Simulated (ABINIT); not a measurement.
# BaTiO3 (P4mm) in ABINIT: single point with PBE

Aim: the single point of BaTiO3 with PBE.

Program: ABINIT 10.8.3 (patched build). These are calculated values, not measurements. Logs are shortened: lines on timing, memory, paths and dates and some standing lists are left out, and cuts for length are marked. The log counts tension as positive stress, the text compression.

### Step 1. The crystal as given

The structure is tetragonal, space group P4mm (No. 99). The conventional cell has a = 4.000 Å, b = 4.000 Å, c = 4.018 Å, α = 90.00°, β = 90.00°, γ = 90.00°. Ba (site symmetry 4mm) is surrounded by 12 O at 2.79 to 2.88 Å. Around Ti (site symmetry 4mm) lie 6 O at 1.89 to 2.13 Å. O (site symmetry 2mm) is surrounded by 2 Ti at 2.00 Å. O (site symmetry 4mm) is surrounded by 2 Ti at 1.89 to 2.13 Å.

### Step 2. Single point, PBE

The input, run.abi:

```
# Pseudopotentials
pp_dirpath "./"
pseudos "Ba.upf, Ti.upf, O.upf"

# Structure
acell 3*1.0 Angstrom
rprim
     3.9998000000     0.0000000000     0.0000000000
     0.0000000000     3.9998000000     0.0000000000
     0.0000000000     0.0000000000     4.0180000000
ntypat 3
znucl 56 22 8
natom 5
typat 1 2 3 3 3
xred
     0.0000000000     0.0000000000     0.0000000000
     0.5000000000     0.5000000000     0.4900000000
     0.0000000000     0.5000000000     0.5170000000
     0.5000000000     0.0000000000     0.5170000000
     0.5000000000     0.5000000000     0.0190000000

# Plane-wave basis
ecut 1034.032677 eV

# k points
kptopt 1
ngkpt 5 5 5
nshiftk 1
shiftk 0.0 0.0 0.0

# Exchange and correlation
ixc 11

# Bands and occupations
nband 24
occopt 3
tsmear 0.00183747

# SCF cycle
nstep 100
tolvrs 1.0e-10

# Output
iomode 3
prtwf 0
prtden 0
prteig 0
prtebands 0
prtvol 2
```

Potentials or basis: PseudoDojo NC SR PBE v0.4.1 standard.

On the command line:

```
abinit run.abi > log 2>&1
```

run.abo:

```text
.Version 10.8.3 of ABINIT
 Symmetries : space group P4 m m (# 99); Bravais tP (primitive tetrag.)
================================================================================
 Values of the parameters that define the memory need of the present run
     intxc =       0    ionmov =       0      iscf =       7    lmnmax =       6
     lnmax =       6     mgfft =      45  mpssoang =       3    mqgrid =    3001
     natom =       5  nloc_mem =       1    nspden =       1   nspinor =       1
    nsppol =       1      nsym =       8    n1xccc =    2501    ntypat =       3
    occopt =       3   xclevel =       2
       mpw =        4877          nfft =       91125          nkpt =          18
================================================================================
================================================================================

--------------------------------------------------------------------------------
------------- Echo of variables that govern the present computation ------------
--------------------------------------------------------------------------------
 -outvars: echo values of preprocessed input variables --------
            acell      1.8897261259E+00  1.8897261259E+00  1.8897261259E+00 Bohr
              amu      1.37327000E+02  4.78800000E+01  1.59994000E+01
             ecut      3.80000000E+01 Hartree
              ixc          11
         kptrlatt        5    0    0      0    5    0      0    0    5
          kptrlen      3.77926328E+01
            natom           5
            nband          24
            ngfft          45      45      45
             nkpt          18
            nstep         100
             nsym           8
           ntypat           3
           occopt           3
           prtden           0
        prtebands           0
           prteig           0
           prtvol           2
            prtwf           0
            rprim      3.9998000000E+00  0.0000000000E+00  0.0000000000E+00
                       0.0000000000E+00  3.9998000000E+00  0.0000000000E+00
                       0.0000000000E+00  0.0000000000E+00  4.0180000000E+00
          spgroup          99
           tolvrs      1.00000000E-10
           tsmear      1.83747000E-03 Hartree
            typat      1  2  3  3  3
           xangst      0.0000000000E+00  0.0000000000E+00  0.0000000000E+00
                       1.9999000000E+00  1.9999000000E+00  1.9688200000E+00
                       0.0000000000E+00  1.9999000000E+00  2.0773060000E+00
                       1.9999000000E+00  0.0000000000E+00  2.0773060000E+00
                       1.9999000000E+00  1.9999000000E+00  7.6342000000E-02
[... 262 lines left out ...]
      occupation numbers for kpt#   2
   2.00000    2.00000    2.00000    2.00000    2.00000    2.00000    2.00000    2.00000
   2.00000    2.00000    2.00000    2.00000    2.00000    2.00000    2.00000    2.00000
   2.00000    2.00000    2.00000    2.00000    0.00000    0.00000    0.00000    0.00000
 kpt#   3, nband= 24, wtk=  0.03200, kpt=  0.4000  0.0000  0.0000 (reduced coord)
[... 112 lines left out ...]
  -1.83421   -0.96345   -0.96245   -0.96136   -0.66058   -0.35977   -0.34798   -0.34480
  -0.13237   -0.13146   -0.11910    0.09210    0.10804    0.11911    0.14043    0.15217
   0.15960    0.21311    0.21905    0.23415    0.37670    0.37808    0.38716    0.45948
      occupation numbers for kpt#  17
   2.00000    2.00000    2.00000    2.00000    2.00000    2.00000    2.00000    2.00000
   2.00000    2.00000    2.00000    2.00000    2.00000    2.00000    2.00000    2.00000
   2.00000    2.00000    2.00000    2.00000    0.00000    0.00000    0.00000    0.00000
 kpt#  18, nband= 24, wtk=  0.06400, kpt=  0.4000  0.4000  0.4000 (reduced coord)
  -1.83419   -0.96340   -0.96240   -0.96239   -0.65916   -0.34948   -0.34410   -0.34251
  -0.14415   -0.14375   -0.13649    0.08744    0.10875    0.10947    0.14289    0.15415
   0.15472    0.23162    0.23290    0.23789    0.39145    0.39196    0.39248    0.49469
      occupation numbers for kpt#  18
   2.00000    2.00000    2.00000    2.00000    2.00000    2.00000    2.00000    2.00000
   2.00000    2.00000    2.00000    2.00000    2.00000    2.00000    2.00000    2.00000
   2.00000    2.00000    2.00000    2.00000    0.00000    0.00000    0.00000    0.00000
 Total charge density [el/Bohr^3]
)     Maximum=    1.3550E+00  at reduced coord.    0.5111    0.5111    0.5778
)Next maximum=    1.3550E+00  at reduced coord.    0.4889    0.5111    0.5778
)     Minimum=    4.1067E-04  at reduced coord.    0.0000    0.0000    0.0000
)Next minimum=    1.3001E-03  at reduced coord.    0.0222    0.0000    0.0000
   Integrated=    4.0000E+01

--- !EnergyTerms
iteration_state     : {dtset: 1, }
comment             : Components of total free energy in Hartree
kinetic             :  6.27178671290255E+01
hartree             :  2.98547207481288E+01
xc                  : -2.80525850255478E+01
Ewald energy        : -1.03499980157244E+02
psp_core            :  5.53436662415721E+00
local_psp           : -1.00646270152826E+02
non_local_psp       : -3.29390153032882E+00
internal            : -1.37385782364635E+02
'-kT*entropy'       : -1.90946505105767E-11
total_energy        : -1.37385782364654E+02
total_energy_eV     : -3.73845758863088E+03
band_energy         : -1.06401572909835E+01
...

 Cartesian components of stress tensor (hartree/bohr^3)
  sigma(1 1)= -6.93283035E-05  sigma(3 2)=  0.00000000E+00
  sigma(2 2)= -6.93283035E-05  sigma(3 1)=  0.00000000E+00
  sigma(3 3)= -9.93244556E-05  sigma(2 1)=  0.00000000E+00

-Cartesian components of stress tensor (GPa)         [Pressure=  2.3339E+00 GPa]
- sigma(1 1)= -2.03970911E+00  sigma(3 2)=  0.00000000E+00
- sigma(2 2)= -2.03970911E+00  sigma(3 1)=  0.00000000E+00
- sigma(3 3)= -2.92222637E+00  sigma(2 1)=  0.00000000E+00

== END DATASET(S) ==============================================================
================================================================================

 -outvars: echo values of variables after computation  --------
            acell      1.8897261259E+00  1.8897261259E+00  1.8897261259E+00 Bohr
           etotal     -1.3738578236E+02
            fcart     -0.0000000000E+00 -0.0000000000E+00  1.0369750569E-03
                      -0.0000000000E+00 -0.0000000000E+00 -3.1488999693E-03
                      -0.0000000000E+00 -0.0000000000E+00 -2.1184557224E-03
                      -0.0000000000E+00 -0.0000000000E+00 -2.1184557224E-03
                      -0.0000000000E+00 -0.0000000000E+00  6.3488363571E-03
            rprim      3.9998000000E+00  0.0000000000E+00  0.0000000000E+00
                       0.0000000000E+00  3.9998000000E+00  0.0000000000E+00
                       0.0000000000E+00  0.0000000000E+00  4.0180000000E+00
           strten     -6.9328303521E-05 -6.9328303521E-05 -9.9324455604E-05
                       0.0000000000E+00  0.0000000000E+00  0.0000000000E+00
           xangst      0.0000000000E+00  0.0000000000E+00  0.0000000000E+00
                       1.9999000000E+00  1.9999000000E+00  1.9688200000E+00
                       0.0000000000E+00  1.9999000000E+00  2.0773060000E+00
                       1.9999000000E+00  0.0000000000E+00  2.0773060000E+00
                       1.9999000000E+00  1.9999000000E+00  7.6342000000E-02
             xred      0.0000000000E+00  0.0000000000E+00  0.0000000000E+00
                       5.0000000000E-01  5.0000000000E-01  4.9000000000E-01
                       0.0000000000E+00  5.0000000000E-01  5.1700000000E-01
                       5.0000000000E-01  0.0000000000E+00  5.1700000000E-01
                       5.0000000000E-01  5.0000000000E-01  1.9000000000E-02
 Calculation completed.
```

It took 2.2 min on 1 thread of Arm Neoverse V1, shared host; peak memory 0.11 GiB.

Results:

```yaml
Free_energy: -3738.4576 eV
Largest_force: 0.326 eV/Å
Band_gap_on_the_k_mesh: 1.98 eV, indirect (least direct gap 2.10 eV)
Valence_electrons_inside_the_program's_atomic_spheres: Ba 5.28; Ti 9.40; O 6.21, 6.23
```

Forces in eV/Å, atoms in the order of the input:
```
Ba   0.000  0.000  0.053
Ti   0.000  0.000 -0.162
O    0.000  0.000 -0.109
O    0.000  0.000 -0.109
O    0.000  0.000  0.326
```

Caveat: the cutoff is too short for stress, so the log's stress isn't used; this release of the barium file is off; spin-orbit coupling is left out, which moves the levels of the heavy elements; an odd mesh through Γ misses points on the zone boundary, where band edges often lie.
